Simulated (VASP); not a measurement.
# Bi (R-3m) in VASP: a series of runs

One crystal, Bi, is run at these levels: r2SCAN, PBE, LDA; tasks: band structure, density of states, phonons.

All numbers are computed with VASP 6.6.1; they aren't measurements. Logs are shortened: lines on timing, memory, paths and dates and some standing lists are left out, and cuts for length are marked.

## Step 1: The structure

It takes space group R-3m (No. 166, trigonal). The conventional cell has a = 4.536 Å, b = 4.536 Å, c = 11.637 Å, α = 90.00°, β = 90.00°, γ = 120.00°. Bi (site symmetry 3m) is surrounded by 6 Bi at 3.09 to 3.45 Å.

## Step 2: Band structure, r2SCAN

INCAR

```
ALGO = Normal
EDIFF = 1E-6
ENCUT = 520
ISIF = 2
ISMEAR = 1
KPAR = 4
LASPH = True
LCHARG = False
LMIXTAU = True
LREAL = False
LWAVE = False
METAGGA = R2SCAN
NBANDS = 22
NELM = 80
PREC = Accurate
SIGMA = 0.1
```

KPOINTS

```
k-points
0
Gamma
  10 10 10
```

POSCAR

```
Bi                                      
1.0
    2.2678634695      1.3093515846      3.8789517302
   -2.2678634695      1.3093515846      3.8789517302
    0.0000000000     -2.6187031692      3.8789517302
  Bi            
     2
Direct
     0.2370653617680813    0.2370653617680813    0.2370653617680813
     0.7629346382319188    0.7629346382319188    0.7629346382319188
```

KPOINTS_OPT

```
explicit points
258
Reciprocal
 0.0000000000  0.0000000000  0.0000000000 1
 0.0263157895  0.0000000000  0.0000000000 1
 0.0526315789  0.0000000000  0.0000000000 1
 0.0789473684  0.0000000000  0.0000000000 1
 0.1052631579  0.0000000000  0.0000000000 1
 0.1315789474  0.0000000000  0.0000000000 1
[... 250 lines left out ...]
 0.7815928800  0.3921080500  0.3921080500 1
 0.7377202200  0.3482354000  0.3482354000 1
```

Potentials or basis: VASP PAW PBE potentials, release 64 (Bi_d).

On the command line:

```bash
> cat potpaw_PBE.64/Bi_d/POTCAR > POTCAR
> mpirun -np 4 vasp_std > vasp.out
```

OUTCAR:

```text
EDIFF = 1E-6
   ENCUT = 520
   ISIF = 2
   ISMEAR = 1
   LASPH = True
   LREAL = False
   METAGGA = R2SCAN
   NELM = 80
   PREC = Accurate

 ion  position               nearest neighbor table
   1  0.237  0.237  0.237-   2 3.09   2 3.09   2 3.09   2 3.45   2 3.45   2 3.45
   2  0.763  0.763  0.763-   1 3.09   1 3.09   1 3.09   1 3.45   1 3.45   1 3.45

  LATTYP: Found a trigonal (rhomboedric) cell.
 ALAT       =     4.6801573492
 COS(alpha) =     0.5303839864

  Lattice vectors:

 A1 = (   2.2678634695,   1.3093515846,   3.8789517302)
 A2 = (  -2.2678634695,   1.3093515846,   3.8789517302)
 A3 = (   0.0000000000,  -2.6187031692,   3.8789517302)

Analysis of symmetry for initial positions (statically):
=====================================================================
 Subroutine PRICEL returns:
 Original cell was already a primitive cell.

 Routine SETGRP: Setting up the symmetry group for a
 trigonal (rhombohedral) supercell.

 Subroutine GETGRP returns: Found 12 space group operations
 (whereof 12 operations were pure point group operations)
 out of a pool of 12 trial point group operations.

The static configuration has the point symmetry D_3d.

Analysis of symmetry for dynamics (positions and initial velocities):
=====================================================================
 Subroutine PRICEL returns:
 Original cell was already a primitive cell.

 Routine SETGRP: Setting up the symmetry group for a
 trigonal (rhombohedral) supercell.

 Subroutine GETGRP returns: Found 12 space group operations
 (whereof 12 operations were pure point group operations)
 out of a pool of 12 trial point group operations.

The dynamic configuration has the point symmetry D_3d.

 Subroutine INISYM returns: Found 12 space group operations
 (whereof 12 operations are pure point group operations),
 and found     1 'primitive' translations

----------------------------------------------------------------------------------------

                                     Primitive cell

  volume of cell :      69.1097

  direct lattice vectors                    reciprocal lattice vectors
     2.267863469  1.309351585  3.878951730     0.220471826  0.127289468  0.085933870
    -2.267863469  1.309351585  3.878951730    -0.220471826  0.127289468  0.085933870
     0.000000000 -2.618703169  3.878951730     0.000000000 -0.254578936  0.085933870

  length of vectors
     4.680157349  4.680157349  4.680157349     0.268691393  0.268691393  0.268691393

  position of ions in fractional coordinates (direct lattice)
     0.237065362  0.237065362  0.237065362
     0.762934638  0.762934638  0.762934638

  ion indices of the primitive-cell ions
   primitive index   ion index
                 1           1
                 2           2

----------------------------------------------------------------------------------------

 KPOINTS: k-points

Automatic generation of k-mesh.
 Grid dimensions read from file:
 generate k-points for:   10   10   10

 Generating k-lattice:

  Cartesian coordinates                     Fractional coordinates (reciprocal lattice)
     0.022047183  0.012728947  0.008593387     0.100000000  0.000000000  0.000000000
    -0.022047183  0.012728947  0.008593387     0.000000000  0.100000000  0.000000000
     0.000000000 -0.025457894  0.008593387     0.000000000  0.000000000  0.100000000

  Length of vectors
     0.026869139  0.026869139  0.026869139

  Shift w.r.t. Gamma in fractional coordinates (k-lattice)
     0.000000000  0.000000000  0.000000000

 Subroutine IBZKPT returns following result:
 ===========================================

 Found    116 irreducible k-points:

 Following reciprocal coordinates:
            Coordinates               Weight
  0.000000  0.000000  0.000000      1.000000
  0.100000 -0.000000  0.000000      6.000000
  0.200000 -0.000000  0.000000      6.000000
  0.300000  0.000000  0.000000      6.000000
  0.400000  0.000000 -0.000000      6.000000
  0.500000  0.000000 -0.000000      3.000000
[... 16 lines left out ...]
  0.300000  0.300000  0.000000      6.000000
  0.400000  0.300000 -0.000000     12.000000
 [... further k-points ...]
   k-points           NKPTS =    116   k-points in BZ     NKDIM =    116   number of bands    NBANDS=     22
   number of dos      NEDOS =    301   number of ions     NIONS =      2
   total plane-waves  NPLWV =  46656
   dimension x,y,z NGX =    36 NGY =   36 NGZ =   36
   dimension x,y,z NGXF=    72 NGYF=   72 NGZF=   72
   ions per type =               2
   NGX,Y,Z   is equivalent  to a cutoff of  12.79, 12.79, 12.79 a.u.
   NGXF,Y,Z  is equivalent  to a cutoff of  25.58, 25.58, 25.58 a.u.
 SYSTEM =  unknown system
   PREC   = accura    normal or accurate (medium, high low for compatibility)
   ISTART =      0    job   : 0-new  1-cont  2-samecut
   ICHARG =      2    charge: 1-file 2-atom 10-const
   ISPIN  =      1    spin polarized calculation?
   LNONCOLLINEAR =      F non collinear calculations
   LSORBIT =      F    spin-orbit coupling
   LASPH  =      T    aspherical Exc in radial PAW
   ENCUT  =  520.0 eV  38.22 Ry    6.18 a.u.   8.70  8.70  8.70*2*pi/ulx,y,z
   NELM   =     80;   NELMIN=  2; NELMDL= -5     # of ELM steps
   EDIFF  = 0.1E-05   stopping-criterion for ELM
   LREAL  =      F    real-space projection
   EDIFFG = 0.1E-04   stopping-criterion for IOM
   NSW    =      0    number of steps for IOM
   IBRION =     -1    ionic relax: 0-MD 1-quasi-New 2-CG
   NFREE  =      0    steps in history (QN), initial steepest desc. (CG)
   ISIF   =      2    stress and relaxation
   ISYM   =      2    0-nonsym 1-usesym 2-fastsym
   POTIM  = 0.5000    time-step for ionic-motion
   TEBEG  =    0.0;   TEEND  =   0.0 temperature during run
   PSTRESS=    0.0 pullay stress
   NELECT =      30.0000    total number of electrons
   NUPDOWN=      -1.0000    fix difference up-down
   EMIN   =  10.00;   EMAX   =-10.00  energy-range for DOS
   EFERMI =   0.00;   METHOD = LEGACY
   ISMEAR =     1;   SIGMA  =   0.10  broadening in eV -4-tet -1-fermi 0-gaus
   EFERMI_NEDOS =   21; number of points for ismear=-14 and -15
   IALGO  =     38    algorithm
   IMIX   =      4    mixing-type and parameters
     AMIX     =   0.40;   BMIX     =  1.00
     AMIX_MAG =   1.60;   BMIX_MAG =  1.00
  volume/ion in A,a.u.               =      34.55       233.19
  Fermi-wavevector in a.u.,A,eV,Ry     =   1.239564  2.342436 20.905611  1.536519
  Thomas-Fermi vector in A             =   2.374042
   LORBIT       =      0    0 simple, 1 ext, 2 COOP (PROOUT), +10 PAW based schemes
   METAGGA = R2SCAN    functional components
   LHFCALC =     F    Hartree Fock is set to
   AEXX    =    0.0000 exact exchange contribution
   IVDW    =     0    specifies the selected vdW correction
   LEPSILON=     F    determine dielectric tensor
   LRPA    =     F    only Hartree local field effects (RPA)
 non-spin polarized calculation
 Methfessel and Paxton  Order N= 1 SIGMA  =   0.10
  energy-cutoff  :      520.00
  volume of cell :       69.11
 maximum number of plane-waves:      1889
   NGX = 17   NGY = 17   NGZ = 17

 number of electron      30.0000001 magnetization

 Free energy of the ion-electron system (eV)
  ---------------------------------------------------
  ext. energy  EPLUGINS =         0.00000000
  ---------------------------------------------------
  free energy    TOTEN  =      -116.97571779 eV

  energy without entropy =     -116.97567354  energy(sigma->0) =     -116.97570304

 E-fermi :   6.4366     XC(G=0): -10.3121

 val. band max:        6.3772062304   @ k =   0.4000   0.2000   0.2000
 cond. band min:       6.4567195268   @ k =   0.4000   0.1000   0.1000
 fundamental gap:      0.0795132964
 Fermi energy:         6.4365719224

 k-point     1 :       0.0000    0.0000    0.0000
  band No.  band energies     occupation
      1     -17.2144      2.00000
      2     -17.2144      2.00000
      3     -17.0455      2.00000
      4     -17.0455      2.00000
      5     -17.0317      2.00000
      6     -16.8371      2.00000
[... 14 lines left out ...]
     21      12.5468      0.00000
     22      13.3496      0.00000

 k-point     2 :       0.1000   -0.0000    0.0000
  band No.  band energies     occupation
      1     -17.2051      2.00000
      2     -17.2037      2.00000
      3     -17.0414      2.00000
      4     -17.0394      2.00000
      5     -17.0262      2.00000
      6     -16.8422      2.00000
[... 14 lines left out ...]
     21      12.6709      0.00000
     22      14.1071      0.00000

 k-point     3 :       0.2000   -0.0000    0.0000
  band No.  band energies     occupation
      1     -17.1786      2.00000
      2     -17.1726      2.00000
      3     -17.0304      2.00000
      4     -17.0220      2.00000
      5     -17.0098      2.00000
      6     -16.8588      2.00000
[... 14 lines left out ...]
     21      13.1631      0.00000
     22      15.7238      0.00000

 k-point     4 :       0.3000    0.0000    0.0000
  band No.  band energies     occupation
      1     -17.1399      2.00000
      2     -17.1242      2.00000
      3     -17.0155      2.00000
      4     -16.9957      2.00000
      5     -16.9837      2.00000
      6     -16.8877      2.00000
[... 14 lines left out ...]
     21      14.0451      0.00000
     22      17.3611      0.00000

 k-point     5 :       0.4000    0.0000   -0.0000
  band No.  band energies     occupation
      1     -17.0998      2.00000
      2     -17.0646      2.00000
      3     -17.0016      2.00000
      4     -16.9650      2.00000
      5     -16.9555      2.00000
      6     -16.9241      2.00000
[... 417 lines left out ...]
 k-point    22 :      -0.2000    0.2000    0.0000
  band No.  band energies     occupation
      1     -17.1677      2.00000
      2     -17.0730      2.00000
      3     -17.0148      2.00000
      4     -17.0038      2.00000
      5     -16.9519      2.00000
      6     -16.9224      2.00000
[... 14 lines left out ...]
     21      15.1925      0.00000
     22      16.0498      0.00000

 k-point    23 :       0.3000    0.3000    0.0000
  band No.  band energies     occupation
      1     -17.2043      2.00000
      2     -17.0604      2.00000
      3     -17.0512      2.00000
      4     -16.9752      2.00000
      5     -16.9681      2.00000
      6     -16.9030      2.00000
[... 14 lines left out ...]
     21      15.4001      0.00000
     22      15.6090      0.00000

 k-point    24 :       0.4000    0.3000   -0.0000
  band No.  band energies     occupation
      1     -17.1932      2.00000
      2     -17.0468      2.00000
      3     -17.0396      2.00000
      4     -16.9663      2.00000
      5     -16.9518      2.00000
      6     -16.9151      2.00000
[... 14 lines left out ...]
     21      16.2836      0.00000
     22      16.5083      0.00000

 [... further k-points ...]

------------------------ aborting loop because EDIFF is reached ----------------------------------------

  FORCE on cell =-STRESS in cart. coord.  units (eV):
  Direction    XX          YY          ZZ          XY          YZ          ZX
  --------------------------------------------------------------------------------------
  -------------------------------------------------------------------------------------
  Total        0.4618736      0.4618736      0.6097652      0.0000000      0.0000000      0.0000000
  in kB       10.7076687     10.7076687     14.1362562      0.0000000      0.0000000      0.0000000
  external PRESSURE =      11.8505312 kB  Pullay stress =       0.0000000 kB

 VOLUME and BASIS-vectors are now :
 -----------------------------------------------------------------------------
  energy-cutoff  :      520.00
  volume of cell :       69.11
      direct lattice vectors                 reciprocal lattice vectors
     2.267863469  1.309351585  3.878951730     0.220471826  0.127289468  0.085933870
    -2.267863469  1.309351585  3.878951730    -0.220471826  0.127289468  0.085933870
     0.000000000 -2.618703169  3.878951730     0.000000000 -0.254578936  0.085933870

 POSITION                                       TOTAL-FORCE (eV/Angst)
 -----------------------------------------------------------------------------------
      0.00000      0.00000      2.75870         0.000000     -0.000000     -0.180984
      0.00000      0.00000      8.87816         0.000000      0.000000      0.180984
 -----------------------------------------------------------------------------------
    total drift:                               -0.000000      0.000000      0.000000

  FREE ENERGIE OF THE ION-ELECTRON SYSTEM (eV)
  ---------------------------------------------------
  free  energy   TOTEN  =      -116.9757177937 eV

  energy  without entropy=     -116.9756735352  energy(sigma->0) =     -116.97570304
```

Wall time 2.9 min (4 MPI ranks of Intel Xeon 6975P-C (Granite Rapids), shared host); peak memory 0.37 GiB.

What came out:

```yaml
Free_energy: -116.9757 eV
Pressure: 1.2 GPa
Largest_force: 0.181 eV/Å
Band_gap_along_the_path: none (metal or under the smearing width)
```

Forces in eV/Å, atoms in the order of the input:
```
Bi   0.000  0.000 -0.181
Bi   0.000  0.000  0.181
```

Levels at the corners of the path, in eV from the Fermi level:
| point | band 13 | band 14 | band 15 | band 16 | band 17 | band 18 |
| --- | --- | --- | --- | --- | --- | --- |
| Γ | -1.63 | -1.40 | -1.40 | 2.87 | 3.19 | 3.19 |
| L | -1.22 | -1.13 | -0.22 | -0.14 | 0.47 | 0.84 |
| L | -1.22 | -1.13 | -0.22 | -0.14 | 0.47 | 0.84 |
| B1 | -4.38 | -4.31 | -0.37 | 0.77 | 5.48 | 5.49 |
| B | -4.38 | -4.31 | -0.37 | 0.77 | 5.48 | 5.49 |
| Z | -0.69 | -0.63 | -0.63 | 0.53 | 0.53 | 0.67 |
| Z | -0.69 | -0.63 | -0.63 | 0.53 | 0.53 | 0.67 |
| Γ | -1.63 | -1.40 | -1.40 | 2.87 | 3.19 | 3.19 |
| Γ | -1.63 | -1.40 | -1.40 | 2.87 | 3.19 | 3.19 |
| X | -4.68 | -2.68 | -2.62 | 3.29 | 3.30 | 5.05 |
| Q | -4.68 | -2.68 | -2.62 | 3.29 | 3.30 | 5.05 |
| F | -5.05 | -3.29 | -3.18 | 2.76 | 5.27 | 5.69 |
| F | -5.05 | -3.29 | -3.18 | 2.76 | 5.27 | 5.69 |
| P1 | -4.75 | -2.68 | -2.57 | 3.16 | 3.67 | 4.92 |
| P1 | -4.75 | -2.68 | -2.57 | 3.16 | 3.67 | 4.92 |
| Z | -0.69 | -0.63 | -0.63 | 0.53 | 0.53 | 0.67 |
| L | -1.22 | -1.13 | -0.22 | -0.14 | 0.47 | 0.84 |
| P | -4.75 | -2.68 | -2.57 | 3.16 | 3.67 | 4.92 |

Caveat: the PAW data sets were made with another functional, which shifts forces and pressure a little; spin-orbit coupling is left out, which moves the levels of the heavy elements.

## Step 3: Band structure, PBE, spin-orbit coupling, no magnetisation

INCAR

```
ALGO = Normal
EDIFF = 1E-6
ENCUT = 520
GGA = PE
GGA_COMPAT = False
ISIF = 2
ISMEAR = 1
KPAR = 4
LASPH = True
LCHARG = False
LORBIT = 11
LREAL = False
LSORBIT = True
LWAVE = False
MAGMOM = 0 0 0 0 0 0
NBANDS = 42
NELM = 80
PREC = Accurate
SIGMA = 0.1
```

KPOINTS is that of step 2.

POSCAR is that of step 2.

KPOINTS_OPT is that of step 2.

Potentials or basis: VASP PAW PBE potentials, release 64 (Bi_d).

On the command line:

```bash
> cat potpaw_PBE.64/Bi_d/POTCAR > POTCAR
> mpirun -np 4 vasp_ncl > vasp.out
```

OUTCAR:

```text
EDIFF = 1E-6
   ENCUT = 520
   GGA = PE
   ISIF = 2
   ISMEAR = 1
   LASPH = True
   LORBIT = 11
   LREAL = False
   LSORBIT = True
   NELM = 80
   PREC = Accurate

 ion  position               nearest neighbor table
   1  0.237  0.237  0.237-   2 3.09   2 3.09   2 3.09   2 3.45   2 3.45   2 3.45
   2  0.763  0.763  0.763-   1 3.09   1 3.09   1 3.09   1 3.45   1 3.45   1 3.45

  LATTYP: Found a trigonal (rhomboedric) cell.
 ALAT       =     4.6801573492
 COS(alpha) =     0.5303839864

  Lattice vectors:

 A1 = (   2.2678634695,   1.3093515846,   3.8789517302)
 A2 = (  -2.2678634695,   1.3093515846,   3.8789517302)
 A3 = (   0.0000000000,  -2.6187031692,   3.8789517302)

Analysis of symmetry for initial positions (statically):
=====================================================================
 Subroutine PRICEL returns:
 Original cell was already a primitive cell.

 Routine SETGRP: Setting up the symmetry group for a
 trigonal (rhombohedral) supercell.

[... 1319 lines left out ...]
     0.0000000     0.0000000     0.0000000     0.0000000     0.0000000     0.0000000     0.0000000
     0.0000000     0.0000000     0.0000000     0.0000000     0.0000000     0.0000000     0.0000000
     0.0000000     0.0000000     0.0000000     0.0000000     0.0000000     0.0000000     0.0000000
     0.0000000     0.0000000     0.0000000     0.0000000     0.0000000     0.0000000     0.0000000
     0.0000000     0.0000000     0.0000000     0.0000000     0.0000000     0.0000000     0.0000000
     0.0000000     0.0000000     0.0000000     0.0000000     0.0000000     0.0000000     0.0000000
     0.0000000     0.0000000     0.0000000     0.0000000     0.0000000     0.0000000     0.0000000

 Ion:    2  E_soc:     -1.6925987
 l=   1
     0.0000000    -0.2164794    -0.2169591
    -0.2164794     0.0000000    -0.2164794
    -0.2169591    -0.2164794     0.0000000
 l=   2
     0.0000000    -0.0130577     0.0000000    -0.0130577    -0.0524148
    -0.0130577     0.0000000    -0.0393585    -0.0130188    -0.0130577
     0.0000000    -0.0393585     0.0000000    -0.0393585     0.0000000
    -0.0130577    -0.0130188    -0.0393585     0.0000000    -0.0130577
    -0.0524148    -0.0130577     0.0000000    -0.0130577     0.0000000
 l=   3
     0.0000000     0.0000000     0.0000000     0.0000000     0.0000000     0.0000000     0.0000000
     0.0000000     0.0000000     0.0000000     0.0000000     0.0000000     0.0000000     0.0000000
     0.0000000     0.0000000     0.0000000     0.0000000     0.0000000     0.0000000     0.0000000
     0.0000000     0.0000000     0.0000000     0.0000000     0.0000000     0.0000000     0.0000000
     0.0000000     0.0000000     0.0000000     0.0000000     0.0000000     0.0000000     0.0000000
     0.0000000     0.0000000     0.0000000     0.0000000     0.0000000     0.0000000     0.0000000
     0.0000000     0.0000000     0.0000000     0.0000000     0.0000000     0.0000000     0.0000000

 total charge

# of ion       s       p       d       tot
------------------------------------------
    1        1.528   1.368   9.915  12.811
    2        1.528   1.368   9.915  12.811
--------------------------------------------------
tot          3.055   2.736  19.831  25.622

 magnetization (x)

# of ion       s       p       d       tot
------------------------------------------
    1        0.000   0.000  -0.000   0.000
    2        0.000   0.000  -0.000   0.000
--------------------------------------------------
tot          0.000   0.000  -0.000   0.000

 magnetization (y)

# of ion       s       p       d       tot
------------------------------------------
    1        0.000   0.000  -0.000  -0.000
    2        0.000   0.000   0.000   0.000
--------------------------------------------------
tot          0.000   0.000  -0.000  -0.000

 magnetization (z)

# of ion       s       p       d       tot
------------------------------------------
    1        0.000   0.000   0.000   0.000
    2        0.000   0.000   0.000   0.000
--------------------------------------------------
tot          0.000   0.000   0.000   0.000
```

stdout:

```text
POSCAR found type information on POSCAR Bi
 POSCAR found :  1 types and       2 ions
 scaLAPACK will be used
 LDA part: xc-table for (Slater+PW92), standard interpolation
 POSCAR, INCAR and KPOINTS ok, starting setup
 FFT: planning ... GRIDC
 FFT: planning ... GRID_SOFT
 FFT: planning ... GRID
 WAVECAR not read
 entering main loop
 Start KPOINTS_OPT (optional k-point list driver)
k-point batch [1-116\258]
k-point batch [117-232\258]
k-point batch [233-258\258]
```

Run time: 6.3 min. Hardware: 4 MPI ranks of Intel Xeon 6975P-C (Granite Rapids), shared host; peak memory 0.92 GiB.

Results:

* Free energy: -9.3600 eV
* Pressure: 3.1 GPa
* Largest force: 0.021 eV/Å
* Valence electrons inside the program's atomic spheres: Bi 12.81

Forces in eV/Å, atoms in the order of the input:
```
Bi   0.000  0.000 -0.021
Bi   0.000  0.000  0.021
```

(Part 1 of 2 ends here.)
